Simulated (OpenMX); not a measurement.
# Pb (Fm-3m) in OpenMX: further runs, part 2 of 2

OpenMX 3.8.5. The steps go on from the part before.

## 3. Single point, LDA, 30.32 Å³/atom

Contents of Pb.dat:

```
System.CurrrentDirectory             ./
System.Name                          Pb
DATA.PATH                            ./DFT_DATA13
level.of.stdout                      1
level.of.fileout                     0
Species.Number                       1
<Definition.of.Atomic.Species
  Pb  Pb8.0-s3p2d2f1         Pb_CA13
Definition.of.Atomic.Species>

Atoms.Number                         1
Atoms.SpeciesAndCoordinates.Unit     FRAC
<Atoms.SpeciesAndCoordinates
    1  Pb    0.0000000000    0.0000000000    0.0000000000   7.000  7.000
Atoms.SpeciesAndCoordinates>

Atoms.UnitVectors.Unit               Ang
<Atoms.UnitVectors
     0.0000000000    2.4750200000    2.4750200000
     2.4750200000    0.0000000000    2.4750200000
     2.4750200000    2.4750200000    0.0000000000
Atoms.UnitVectors>

scf.XcType                           LDA
scf.SpinPolarization                 off
scf.ElectronicTemperature            580.226
scf.energycutoff                     500.0
scf.maxIter                          100
scf.EigenvalueSolver                 band
scf.Kgrid                            9 9 9
scf.Mixing.Type                      rmm-diisk
scf.Init.Mixing.Weight               0.05
scf.Min.Mixing.Weight                0.001
scf.Max.Mixing.Weight                0.3
scf.Mixing.History                   25
scf.Mixing.StartPulay                8
scf.criterion                        1.0e-8
MD.Type                              nomd
```

Potentials or basis: OpenMX 2013 LDA set, Pb8.0-s3p2d2f1, fixed grid of 40 × 40 × 40 points.

Started as:

```
openmx Pb.dat -nt 1 > Pb.std
```

Pb.out:

```text
Required cutoff energy (Ryd) for 3D-grids = 500.0000
      Used cutoff energy (Ryd) for 3D-grids = 541.4095, 541.4095, 541.4095
  Num. of grids of a-, b-, and c-axes = 40, 40, 40

  Num.Grid1.    40
  Num.Grid2.    40
  Num.Grid3.    40

  Cell_Volume =    204.626860495027 (Bohr^3)
  GridVol     =      0.003197294695 (Bohr^3)
  Cell vectors (bohr) of the grid cell (gtv)
    gtv_a =  0.000000000000,  0.116927740406,  0.116927740406
    gtv_b =  0.116927740406,  0.000000000000,  0.116927740406
    gtv_c =  0.116927740406,  0.116927740406,  0.000000000000
    |gtv_a| =  0.165360796300
    |gtv_b| =  0.165360796300
    |gtv_c| =  0.165360796300

***********************************************************

***********************************************************
                  SCF history at MD= 1
***********************************************************

   SCF=   1  NormRD=  1.000000000000  Uele= -8.840640809014
   SCF=   2  NormRD=  0.416505836609  Uele= -8.864690681358
   SCF=   3  NormRD=  0.381346325622  Uele= -8.889735777741
   SCF=   4  NormRD=  0.222879628248  Uele= -9.003271824401
   SCF=   5  NormRD=  0.131846580601  Uele= -9.068090210454
   SCF=   6  NormRD=  0.079026319368  Uele= -9.105197814753
   SCF=   7  NormRD=  0.048089960581  Uele= -9.126470750858
[... 147 lines left out ...]
  py          0    0.327975061  0.327975061   0.655950122   0.000000000
  pz          0    0.327974189  0.327974189   0.655948378   0.000000000
   sum over m      0.983925144  0.983925144   1.967850288   0.000000000
  px          1   -0.003544761 -0.003544761  -0.007089523   0.000000000
  py          1   -0.003544741 -0.003544741  -0.007089482   0.000000000
  pz          1   -0.003544785 -0.003544785  -0.007089570   0.000000000
   sum over m     -0.010634287 -0.010634287  -0.021268575   0.000000000
   sum over m+mul  0.973290857  0.973290857   1.946581713   0.000000000
  d3z^2-r^2   0    1.000141635  1.000141635   2.000283270   0.000000000
  dx^2-y^2    0    1.000141634  1.000141634   2.000283268   0.000000000
  dxy         0    0.999909893  0.999909893   1.999819786   0.000000000
  dxz         0    0.999909892  0.999909892   1.999819783   0.000000000
  dyz         0    0.999909888  0.999909888   1.999819775   0.000000000
   sum over m      5.000012941  5.000012941  10.000025882   0.000000000
  d3z^2-r^2   1    0.017618206  0.017618206   0.035236413   0.000000000
  dx^2-y^2    1    0.017618023  0.017618023   0.035236045   0.000000000
  dxy         1    0.023433849  0.023433849   0.046867699   0.000000000
  dxz         1    0.023433673  0.023433673   0.046867345   0.000000000
  dyz         1    0.023433768  0.023433768   0.046867535   0.000000000
   sum over m      0.105537519  0.105537519   0.211075038   0.000000000
   sum over m+mul  5.105550460  5.105550460  10.211100920   0.000000000
  f5z^2-3r^2  0   -0.000908513 -0.000908513  -0.001817026   0.000000000
  f5xz^2-xr^2 0   -0.000878697 -0.000878697  -0.001757394   0.000000000
  f5yz^2-yr^2 0   -0.000878697 -0.000878697  -0.001757394   0.000000000
  fzx^2-zy^2  0   -0.000860808 -0.000860808  -0.001721616   0.000000000
  fxyz        0   -0.000715548 -0.000715548  -0.001431097   0.000000000
  fx^3-3*xy^2 0   -0.000890624 -0.000890624  -0.001781248   0.000000000
  f3yx^2-y^3  0   -0.000890622 -0.000890622  -0.001781244   0.000000000
   sum over m     -0.006023509 -0.006023509  -0.012047019   0.000000000
   sum over m+mul -0.006023509 -0.006023509  -0.012047019   0.000000000

***********************************************************
       xyz-coordinates (Ang) and forces (Hartree/Bohr)
***********************************************************

<coordinates.forces
  1
    1    Pb     0.00000   0.00000   0.00000  -0.000000000001  0.000000000000  0.000000000000
coordinates.forces>

***********************************************************
       Fractional coordinates of the final structure
***********************************************************

     1     Pb     0.00000000000000   0.00000000000000   0.00000000000000
```

Wall time 78 s (1 thread of Arm Neoverse V1, shared host); peak memory 1.1 GiB.

Results:

| Quantity | Value |
| --- | --- |
| Free energy | -1763.9863 eV |
| Band gap on the k mesh | none (metal or under the smearing width) |

Caveat: the basis has few d functions beyond the semicore shells, which can make volumes several per cent too large; the basis of atomic orbitals isn't converged, which shifts pressures, moduli and gaps.

## 4. Single point, LDA, 29.72 Å³/atom (volume scaled by 0.98)

Pb.dat: that of step 3 with these lines changed.

```diff
@@ -18,5 +18,5 @@
 <Atoms.UnitVectors
-     0.0000000000    2.4750200000    2.4750200000
-     2.4750200000    0.0000000000    2.4750200000
-     2.4750200000    2.4750200000    0.0000000000
+     0.0000000000    2.4584086270    2.4584086270
+     2.4584086270    0.0000000000    2.4584086270
+     2.4584086270    2.4584086270    0.0000000000
 Atoms.UnitVectors>
@@ -26,3 +26,2 @@
 scf.ElectronicTemperature            580.226
-scf.energycutoff                     500.0
 scf.maxIter                          100
@@ -38 +37,3 @@
 MD.Type                              nomd
+scf.Ngrid                            40 40 40
+scf.energycutoff                     500.0
```

Started as:

```
openmx Pb.dat -nt 1 > Pb.std
```

Run time: 81 s. Hardware: 1 thread of Arm Neoverse V1, shared host; peak memory 1.1 GiB.

It converged, with:

| Quantity | Value |
| --- | --- |
| Free energy | -1763.9916 eV |
| Band gap on the k mesh | none (metal or under the smearing width) |

Caveat: the basis has few d functions beyond the semicore shells, which can make volumes several per cent too large; the basis of atomic orbitals isn't converged, which shifts pressures, moduli and gaps.

## 5. Single point, LDA, 30.93 Å³/atom (volume scaled by 1.02)

Pb.dat: that of step 4 with these lines changed.

```diff
@@ -18,5 +18,5 @@
 <Atoms.UnitVectors
-     0.0000000000    2.4584086270    2.4584086270
-     2.4584086270    0.0000000000    2.4584086270
-     2.4584086270    2.4584086270    0.0000000000
+     0.0000000000    2.4914113386    2.4914113386
+     2.4914113386    0.0000000000    2.4914113386
+     2.4914113386    2.4914113386    0.0000000000
 Atoms.UnitVectors>
```

Started as:

```
openmx Pb.dat -nt 1 > Pb.std
```

Run time: 76 s. Hardware: 1 thread of Arm Neoverse V1, shared host; peak memory 1.1 GiB.

The run converged. Its results:

| Quantity | Value |
| --- | --- |
| Free energy | -1763.9776 eV |
| Band gap on the k mesh | none (metal or under the smearing width) |

Caveat: the basis has few d functions beyond the semicore shells, which can make volumes several per cent too large; the basis of atomic orbitals isn't converged, which shifts pressures, moduli and gaps.

## 6. Single point, LDA, 29.11 Å³/atom (volume scaled by 0.96)

Pb.dat: that of step 5 with these lines changed.

```diff
@@ -18,5 +18,5 @@
 <Atoms.UnitVectors
-     0.0000000000    2.4914113386    2.4914113386
-     2.4914113386    0.0000000000    2.4914113386
-     2.4914113386    2.4914113386    0.0000000000
+     0.0000000000    2.4415696833    2.4415696833
+     2.4415696833    0.0000000000    2.4415696833
+     2.4415696833    2.4415696833    0.0000000000
 Atoms.UnitVectors>
```

Potentials or basis: OpenMX 2013 LDA set, Pb8.0-s3p2d2f1, fixed grid of 40 × 40 × 40 points.

Started as:

```
openmx Pb.dat -nt 1 > Pb.std
```

Wall time 87 s (1 thread of Arm Neoverse V1, shared host); peak memory 1.2 GiB.

Results (log left out):

```
Free energy            : -1763.9931 eV
Band gap on the k mesh : none (metal or under the smearing width)
```

Caveat: the basis has few d functions beyond the semicore shells, which can make volumes several per cent too large; the basis of atomic orbitals isn't converged, which shifts pressures, moduli and gaps.

## 7. Single point, LDA, 31.54 Å³/atom (volume scaled by 1.04)

Pb.dat: that of step 6 with these lines changed.

```diff
@@ -18,5 +18,5 @@
 <Atoms.UnitVectors
-     0.0000000000    2.4415696833    2.4415696833
-     2.4415696833    0.0000000000    2.4415696833
-     2.4415696833    2.4415696833    0.0000000000
+     0.0000000000    2.5075897876    2.5075897876
+     2.5075897876    0.0000000000    2.5075897876
+     2.5075897876    2.5075897876    0.0000000000
 Atoms.UnitVectors>
```

Started as:

```
openmx Pb.dat -nt 1 > Pb.std
```

Run time: 75 s. Hardware: 1 thread of Arm Neoverse V1, shared host; peak memory 1.1 GiB.

The run converged. Its results:

```
Free energy            : -1763.9659 eV
Band gap on the k mesh : none (metal or under the smearing width)
```

Caveat: the basis has few d functions beyond the semicore shells, which can make volumes several per cent too large; the basis of atomic orbitals isn't converged, which shifts pressures, moduli and gaps.

## 8. Single point, LDA, 28.50 Å³/atom (volume scaled by 0.94)

Pb.dat: that of step 7 with these lines changed.

```diff
@@ -18,5 +18,5 @@
 <Atoms.UnitVectors
-     0.0000000000    2.5075897876    2.5075897876
-     2.5075897876    0.0000000000    2.5075897876
-     2.5075897876    2.5075897876    0.0000000000
+     0.0000000000    2.4244952108    2.4244952108
+     2.4244952108    0.0000000000    2.4244952108
+     2.4244952108    2.4244952108    0.0000000000
 Atoms.UnitVectors>
```

Started as:

```
openmx Pb.dat -nt 1 > Pb.std
```

It took 88 s on 1 thread of Arm Neoverse V1, shared host; peak memory 1.2 GiB.

It converged, with:

```yaml
Free_energy: -1763.9901 eV
Band_gap_on_the_k_mesh: none (metal or under the smearing width)
```

Caveat: the basis has few d functions beyond the semicore shells, which can make volumes several per cent too large; the basis of atomic orbitals isn't converged, which shifts pressures, moduli and gaps.

## 9. Single point, LDA, 32.14 Å³/atom (volume scaled by 1.06)

Pb.dat: that of step 8 with these lines changed.

```diff
@@ -18,5 +18,5 @@
 <Atoms.UnitVectors
-     0.0000000000    2.4244952108    2.4244952108
-     2.4244952108    0.0000000000    2.4244952108
-     2.4244952108    2.4244952108    0.0000000000
+     0.0000000000    2.5235621278    2.5235621278
+     2.5235621278    0.0000000000    2.5235621278
+     2.5235621278    2.5235621278    0.0000000000
 Atoms.UnitVectors>
```

Potentials or basis: OpenMX 2013 LDA set, Pb8.0-s3p2d2f1, fixed grid of 40 × 40 × 40 points.

Started as:

```
openmx Pb.dat -nt 1 > Pb.std
```

It took 73 s on 1 thread of Arm Neoverse V1, shared host; peak memory 1.1 GiB.

The run converged. Its results:

| Property | Result |
| --- | --- |
| Free energy | -1763.9515 eV |
| Band gap on the k mesh | none (metal or under the smearing width) |

Caveat: the basis has few d functions beyond the semicore shells, which can make volumes several per cent too large; the basis of atomic orbitals isn't converged, which shifts pressures, moduli and gaps.

## 10. Equation of state, LDA

This step only gathers the single runs of the series.

Results (log left out):

| Property | Result |
| --- | --- |
| Equilibrium volume | 29.20 Å³/atom |
| Bulk modulus | 55 GPa |
| Pressure derivative of the bulk modulus | 5.1 |

Energy against volume, from the lowest point:
| volume (Å³/atom) | energy (meV/atom) |
| --- | --- |
| 28.503 | 3.00 |
| 29.110 | 0.00 |
| 29.716 | 1.47 |
| 30.323 | 6.74 |
| 30.929 | 15.50 |
| 31.535 | 27.20 |
| 32.142 | 41.61 |

Caveat: the basis has few d functions beyond the semicore shells, which can make volumes several per cent too large; volumes in these bases differ from converged ones by about 1 %, for some elements by several; the basis of atomic orbitals isn't converged, which shifts pressures, moduli and gaps. Zero-point motion and thermal expansion aren't in these numbers.
